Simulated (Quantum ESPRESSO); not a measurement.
Crystal: Ti.

```
Ti
1.0
     2.95000    0.00000    0.00000
    -1.47500    2.55477    0.00000
     0.00000    0.00000    4.68000
Ti
2
Direct
  0.66667 0.33333 0.75000
  0.33333 0.66667 0.25000
```

- Program: Quantum ESPRESSO 7.5
- Task: phonons
- Functional: WC
- Potentials or basis: PseudoDojo 0.4.1 SR PBE standard
- Cutoff: 1143 eV
- Density cutoff: 4572 eV
- k mesh: 8 × 8 × 5
- Occupations: cold, width 0.2 eV
- Spin: no spin polarisation
- Mixing beta: 0.5
- Most SCF iterations: 120
- SCF threshold: 4e-10 Ry

The cell and the atoms were relaxed first, to 16.76 Å³/atom (a = 2.905 Å, b = 2.905 Å, c = 4.588 Å, α = 90.00°, β = 90.00°, γ = 120.00°), and the response was taken there.

```
Ti
1.0
     2.90488    0.00000    0.00000
    -1.45244    2.51570    0.00000
     0.00000    0.00000    4.58773
Ti
2
Direct
  0.66667 0.33333 0.75000
  0.33333 0.66667 0.25000
```

Q: Which optical modes does the crystal have at the zone centre, and which show in infrared and Raman spectra?

A: The optical modes are E2g + B1g. None is infrared active. Raman active: E2g.

Optical modes at Γ, degenerate ones joined:
```
cm⁻¹  components  symmetry  active in
 127           2       E2g      Raman
 192           1       B1g     silent
```

Caveat: the mesh is thin for the phonons of a metal; the potentials were made for another functional, which shifts forces and pressure.
